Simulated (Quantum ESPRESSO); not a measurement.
# Li (Im-3m) in Quantum ESPRESSO: single point with PBEsol

Aim: the single point of Li with PBEsol.

Program: Quantum ESPRESSO 7.5. These are calculated values, not measurements. Logs are shortened: lines on timing, memory, paths and dates and some standing lists are left out, and cuts for length are marked.

## (1) Starting point

Symmetry: Im-3m, No. 229, cubic system. The conventional cell has a = 3.509 Å, b = 3.509 Å, c = 3.509 Å, α = 90.00°, β = 90.00°, γ = 90.00°. Around Li (site symmetry m-3m) lie 8 Li at 3.04 Å.

## (2) Single point, PBEsol

Input file run.py:

```python
import numpy as np
from ase.calculators.espresso import Espresso, EspressoProfile
from ase.io import read

atoms = read('POSCAR')

input_data = {
    'control': {'calculation': 'scf', 'prefix': 'pwscf', 'outdir': './tmp', 'tprnfor': True, 'tstress': True, 'disk_io': 'nowf'},
    'system': {'ecutwfc': 45.0, 'ecutrho': 360.0, 'nbnd': 6, 'occupations': 'smearing', 'smearing': 'fd', 'degauss': 0.00367493},
    'electrons': {'conv_thr': 2e-10, 'electron_maxstep': 120, 'mixing_beta': 0.5},
}
pseudopotentials = {'Li': 'li_pbesol_v1.4.uspp.F.UPF'}
profile = EspressoProfile(command='mpirun -n 2 pw.x -nk 2', pseudo_dir='pseudo')
dft = Espresso(profile=profile, input_data=input_data, pseudopotentials=pseudopotentials, kpts=(11, 11, 11), koffset=(0, 0, 0))
atoms.calc = dft

print(f'energy {atoms.get_potential_energy():.8f} eV')
print('forces (eV/A)')
print(np.round(atoms.get_forces(), 6))
print('stress (eV/A^3, Voigt)')
print(np.round(atoms.get_stress(), 8))
print(f'Fermi level {dft.get_fermi_level():.4f} eV')
```

Input file POSCAR:

```
Li
1.0
   -1.7546500000      1.7546500000      1.7546500000
    1.7546500000     -1.7546500000      1.7546500000
    1.7546500000      1.7546500000     -1.7546500000
Li
1
Direct
    0.0000000000      0.0000000000      0.0000000000
```

Potentials or basis: GBRV 1.5 PBEsol.

Launch:

```sh
> OMP_NUM_THREADS=1 python run.py
```

What it wrote:

```text
energy -195.51536807 eV
forces (eV/A)
[[0. 0. 0.]]
stress (eV/A^3, Voigt)
[0.00507558 0.00507558 0.00507558 0.         0.         0.        ]
Fermi level 0.7662 eV
```

espresso.pwi:

```text
&CONTROL
   calculation      = 'scf'
   tstress          = .true.
   tprnfor          = .true.
   outdir           = './tmp'
   prefix           = 'pwscf'
   disk_io          = 'nowf'
   pseudo_dir       = 'pseudo'
/
&SYSTEM
   nbnd             = 6
   ecutwfc          = 45.0
   ecutrho          = 360.0
   occupations      = 'smearing'
   degauss          = 0.00367493
   smearing         = 'fd'
   ntyp             = 1
   nat              = 1
   ibrav            = 0
/
&ELECTRONS
   electron_maxstep = 120
   conv_thr         = 2e-10
   mixing_beta      = 0.5
/
&IONS
/
&CELL
/
&FCP
/
&RISM
/
ATOMIC_SPECIES
Li 6.94 li_pbesol_v1.4.uspp.F.UPF

K_POINTS automatic
11 11 11  0 0 0

CELL_PARAMETERS angstrom
-1.75465000000000 1.75465000000000 1.75465000000000
1.75465000000000 -1.75465000000000 1.75465000000000
1.75465000000000 1.75465000000000 -1.75465000000000

ATOMIC_POSITIONS angstrom
Li 0.0000000000 0.0000000000 0.0000000000
```

espresso.pwo:

```text
This program is part of the open-source Quantum ESPRESSO suite
     for quantum simulation of materials; please cite
         "P. Giannozzi et al., J. Phys.:Condens. Matter 21 395502 (2009);
         "P. Giannozzi et al., J. Phys.:Condens. Matter 29 465901 (2017);
         "P. Giannozzi et al., J. Chem. Phys. 152 154105 (2020);
     in publications or presentations arising from this work. More details at

Warning: card &CELL ignored
Warning: card &FCP ignored
Warning: card &RISM ignored

     Message from routine setup:
     using ibrav=0 with symmetry is DISCOURAGED, use correct ibrav instead

     K-points division:     npool     =       2
     Subspace diagonalization in iterative solution of the eigenvalue problem:
     a serial algorithm will be used

     G-vector sticks info
     --------------------
     sticks:   dense  smooth     PW     G-vecs:    dense   smooth      PW
     Sum         889     451    151                16757     5979    1157

     Using Slab Decomposition

     bravais-lattice index     =            0
     lattice parameter (alat)  =       5.7431  a.u.
     unit-cell volume          =     145.8237 (a.u.)^3
     number of atoms/cell      =            1
     number of atomic types    =            1
     number of electrons       =         3.00
     number of Kohn-Sham states=            6
     kinetic-energy cutoff     =      45.0000  Ry
     charge density cutoff     =     360.0000  Ry
     scf convergence threshold =      2.0E-10
     mixing beta               =       0.5000
     number of iterations used =            8  plain     mixing
     Exchange-correlation= SLA  PW   PSX  PSC
                           (   1   4  10   8   0   0   0)

     celldm(1)=   5.743148  celldm(2)=   0.000000  celldm(3)=   0.000000
     celldm(4)=   0.000000  celldm(5)=   0.000000  celldm(6)=   0.000000

     crystal axes: (cart. coord. in units of alat)
               a(1) = (  -0.577350   0.577350   0.577350 )
               a(2) = (   0.577350  -0.577350   0.577350 )
               a(3) = (   0.577350   0.577350  -0.577350 )

     reciprocal axes: (cart. coord. in units 2 pi/alat)
               b(1) = ( -0.000000  0.866025  0.866025 )
               b(2) = (  0.866025 -0.000000  0.866025 )
               b(3) = (  0.866025  0.866025  0.000000 )

     PseudoPot. # 1 for Li read from file:
     li_pbesol_v1.4.uspp.F.UPF
     Pseudo is Ultrasoft, Zval =  3.0
     Generated by new atomic code, or converted to UPF format
     Using radial grid of  751 points,  5 beta functions with:
                l(1) =   0
                l(2) =   0
                l(3) =   0
                l(4) =   1
                l(5) =   1
     Q(r) pseudized with 10 coefficients,  rinner =    1.150   1.150   1.150

     atomic species   valence    mass     pseudopotential
     Li                3.00     6.94000     Li( 1.00)

     48 Sym. Ops., with inversion, found

   Cartesian axes

     site n.     atom                  positions (alat units)
         1        Li     tau(   1) = (   0.0000000   0.0000000   0.0000000  )

     number of k points=    56  Fermi-Dirac smearing, width (Ry)=  0.0037
                       cart. coord. in units 2pi/alat
        k(    1) = (   0.0000000   0.0000000   0.0000000), wk =   0.0015026
        k(    2) = (   0.0787296   0.0787296   0.0000000), wk =   0.0180316
        k(    3) = (   0.1574592   0.1574592   0.0000000), wk =   0.0180316
        k(    4) = (   0.2361887   0.2361887   0.0000000), wk =   0.0180316
        k(    5) = (   0.3149183   0.3149183   0.0000000), wk =   0.0180316
        k(    6) = (   0.3936479   0.3936479   0.0000000), wk =   0.0180316
[... 48 lines left out ...]
        k(   55) = (  -0.7872958  -0.0787296  -0.0787296), wk =   0.0120210
        k(   56) = (  -0.0000000  -0.0000000   0.7872958), wk =   0.0090158

     Dense  grid:    16757 G-vectors     FFT dimensions: (  36,  36,  36)

     Smooth grid:     5979 G-vectors     FFT dimensions: (  25,  25,  25)

     Initial potential from superposition of free atoms

     starting charge       2.5492, renormalised to       3.0000
     Starting wfcs are    5 randomized atomic wfcs +    1 random wfcs

     Self-consistent Calculation

     iteration #  1     ecut=    45.00 Ry     beta= 0.50
     Davidson diagonalization with overlap
     ethr =  1.00E-02,  avg # of iterations =  6.4

     total energy              =     -14.38729721 Ry
     estimated scf accuracy    <       0.16300936 Ry

     iteration #  2     ecut=    45.00 Ry     beta= 0.50
     Davidson diagonalization with overlap
     ethr =  5.43E-03,  avg # of iterations =  1.0

     total energy              =     -14.36641051 Ry
     estimated scf accuracy    <       0.03190550 Ry

     iteration #  3     ecut=    45.00 Ry     beta= 0.50
     Davidson diagonalization with overlap
     ethr =  1.06E-03,  avg # of iterations =  1.4

     total energy              =     -14.36970537 Ry
     estimated scf accuracy    <       0.00009628 Ry

     iteration #  4     ecut=    45.00 Ry     beta= 0.50
     Davidson diagonalization with overlap
     c_bands:  1 eigenvalues not converged
     c_bands:  1 eigenvalues not converged
     c_bands:  1 eigenvalues not converged
     ethr =  3.21E-06,  avg # of iterations =  9.3

     total energy              =     -14.37011387 Ry
     estimated scf accuracy    <       0.00000321 Ry

     iteration #  5     ecut=    45.00 Ry     beta= 0.50
     Davidson diagonalization with overlap
     ethr =  1.07E-07,  avg # of iterations =  2.2

     total energy              =     -14.37011572 Ry
     estimated scf accuracy    <       0.00000010 Ry

     iteration #  6     ecut=    45.00 Ry     beta= 0.50
     Davidson diagonalization with overlap
     ethr =  3.35E-09,  avg # of iterations =  2.5

     total energy              =     -14.37011576 Ry
     estimated scf accuracy    <       0.00000005 Ry

     iteration #  7     ecut=    45.00 Ry     beta= 0.50
     Davidson diagonalization with overlap
     ethr =  1.51E-09,  avg # of iterations =  1.0

     End of self-consistent calculation

          k = 0.0000 0.0000 0.0000 (   767 PWs)   bands (ev):

   -45.3198  -2.7318  14.7771  14.7771  14.7771  19.3303

          k = 0.0787 0.0787 0.0000 (   726 PWs)   bands (ev):

   -45.3185  -2.5790  13.7403  14.0840  14.5169  17.6910

          k = 0.1575 0.1575 0.0000 (   730 PWs)   bands (ev):

   -45.3152  -2.1203  11.1713  12.8860  13.8470  16.2864

          k = 0.2362 0.2362 0.0000 (   742 PWs)   bands (ev):

   -45.3108  -1.3590   8.4025  11.8438  13.0828  15.0892

          k = 0.3149 0.3149 0.0000 (   752 PWs)   bands (ev):

   -45.3068  -0.3252   5.9465  11.1155  12.4829  14.2879

          k = 0.3936 0.3936 0.0000 (   750 PWs)   bands (ev):

   -45.3044   0.7692   4.1258  10.7448  12.1631  13.8866

          k = 0.1575 0.0787 0.0787 (   731 PWs)   bands (ev):

   -45.3162  -2.2731  12.5008  12.5895  13.7179  17.0183

          k = 0.2362 0.1575 0.0787 (   735 PWs)   bands (ev):

   -45.3124  -1.6611   9.8034  11.4470  12.7726  16.6838

          k = 0.3149 0.2362 0.0787 (   748 PWs)   bands (ev):

   -45.3082  -0.7527   7.1722  10.5942  11.9789  16.0504

          k = 0.3936 0.3149 0.0787 (   746 PWs)   bands (ev):

   -45.3050   0.3790   4.9666  10.0675  11.4699  15.5860

          k = 0.4724 0.3936 0.0787 (   746 PWs)   bands (ev):

   -45.3038   1.1580   3.8249   9.8899  11.2961  15.4226

          k = 0.3149 0.1575 0.1575 (   737 PWs)   bands (ev):

   -45.3087  -0.8956   8.2113   9.4533  11.9528  16.9254

          k = 0.3936 0.2362 0.1575 (   742 PWs)   bands (ev):

   -45.3053   0.1566   6.0472   8.5088  11.3830  17.0699

          k = 0.4724 0.3149 0.1575 (   746 PWs)   bands (ev):

   -45.3033   1.3237   4.2205   8.1132  11.0849  17.0433

          k = 0.4724 0.2362 0.2362 (   742 PWs)   bands (ev):

   -45.3031   1.3391   4.7163   7.1455  11.0469  17.8966

          k = 0.5511 0.3149 0.2362 (   741 PWs)   bands (ev):

   -45.3023   2.3482   3.5837   6.7543  10.9321  18.2704

          k = 0.1575 0.1575 0.1575 (   739 PWs)   bands (ev):

   -45.3134  -1.8147  11.2314  11.2314  11.6808  17.6667

          k = 0.2362 0.2362 0.1575 (   737 PWs)   bands (ev):
[... 109 lines left out ...]
   -45.3006   1.4099   5.4331   7.5464  12.2533  13.5747

          k =-0.7873-0.2362-0.2362 (   748 PWs)   bands (ev):

   -45.2995   2.3374   4.2122   7.3460  12.1733  14.5260

          k =-0.7086-0.1575-0.2362 (   753 PWs)   bands (ev):

   -45.2989   2.7010   4.2925   6.6101  13.3103  13.3546

          k =-0.0000-0.0000 0.4724 (   739 PWs)   bands (ev):

   -45.3034   0.0742   8.4562   8.4562  10.7578  12.7705

          k =-0.0000-0.0787 0.5511 (   746 PWs)   bands (ev):

   -45.3001   1.1707   6.7875   7.6929  10.6444  12.7898

          k =-0.0000-0.1575 0.6298 (   745 PWs)   bands (ev):

   -45.2981   2.4342   4.9635   7.3076  10.9620  13.4518

          k = 0.0787-0.0787 0.6298 (   747 PWs)   bands (ev):

   -45.2976   2.4099   5.7707   6.8115  10.6952  12.6327

          k =-0.7873-0.1575-0.1575 (   744 PWs)   bands (ev):

   -45.2966   3.5008   4.6071   6.5231  11.1653  12.5773

          k =-0.0000-0.0000 0.6298 (   735 PWs)   bands (ev):

   -45.2971   2.3086   6.9272   6.9272   9.1441  12.2042

          k =-0.0000-0.0787 0.7086 (   732 PWs)   bands (ev):

   -45.2953   3.6703   5.6691   6.5408   9.4426  11.3342

          k =-0.7873-0.0787-0.0787 (   739 PWs)   bands (ev):

   -45.2944   4.9850   4.9850   6.1496   9.9033   9.9033

          k =-0.0000-0.0000 0.7873 (   747 PWs)   bands (ev):

   -45.2936   5.0995   6.1540   6.1540   8.3372   9.3215

     the Fermi energy is     0.7662 ev

!    total energy              =     -14.37011576 Ry
     estimated scf accuracy    <          4.9E-11 Ry
     smearing contrib. (-TS)   =      -0.00027209 Ry
     internal energy E=F+TS    =     -14.36984368 Ry

     The total energy is F=E-TS. E is the sum of the following terms:
     one-electron contribution =      -9.85503116 Ry
     hartree contribution      =       3.69083601 Ry
     xc contribution           =      -3.26671636 Ry
     ewald contribution        =      -4.93893217 Ry

     convergence has been achieved in   7 iterations

     Forces acting on atoms (cartesian axes, Ry/au):

     atom    1 type  1   force =     0.00000000    0.00000000    0.00000000

     Total force =     0.000000     Total SCF correction =     0.000000

     Computing stress (Cartesian axis) and pressure

          total   stress  (Ry/bohr**3)                   (kbar)     P=       -8.13
  -0.00005528  -0.00000000  -0.00000000           -8.13       -0.00       -0.00
  -0.00000000  -0.00005528  -0.00000000           -0.00       -8.13       -0.00
  -0.00000000  -0.00000000  -0.00005528           -0.00       -0.00       -8.13

=------------------------------------------------------------------------------=
   JOB DONE.
=------------------------------------------------------------------------------=
```

It took 2.9 s on 2 MPI ranks of Arm Neoverse V1, shared host; peak memory 0.14 GiB.

Results:

```yaml
Free_energy: -195.5154 eV
Pressure: -0.8 GPa
Band_gap_on_the_k_mesh: none (metal or under the smearing width)
```

## (3) The reference run

An earlier run on the cell as given: functional PBEsol; potentials or basis GBRV 1.5 PBEsol; cutoff 612 eV; density cutoff 4898 eV; k mesh 11 × 11 × 11; occupations fermi-dirac, width 0.05 eV; no spin polarisation.

* Pressure: -0.8 GPa
* Band gap on the k mesh: none (metal or under the smearing width)
